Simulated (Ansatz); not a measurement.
A crystal relaxed with r2SCAN in Ansatz 0.2.0 has space group P6_3/mmc (No. 194) and a = 3.292 Å, c = 4.137 Å.

```csv
atom,site,x,y,z
Xx,2c,0.3333,0.6667,0.2500
N,2d,0.6667,0.3333,0.2500
```

The r2SCAN gap is direct at Γ: 4.03 eV. HSE06 gives a direct gap of 4.74 eV at Γ. With PBE the gap is 3.46 eV and direct, at Γ. Meshes: r2SCAN 12×12×6, HSE06 6×6×4, PBE 12×12×6. r2SCAN's ε∞ is 4.2 along x and y, 4.6 along z.

Question: Which element is Xx?
A. Tl
B. B
C. Al
D. In

Answer: C. Xx is Al: AlN (h-MgO type). Al has 5 N at 1.90–2.07 Å; N has 5 Al at 1.90–2.07 Å.

No spin polarisation and no zero-point or thermal motion; the cell was built from a prototype and may be hypothetical.

The meshes of the hybrids are coarse, so their gaps aren't converged to the digits shown.
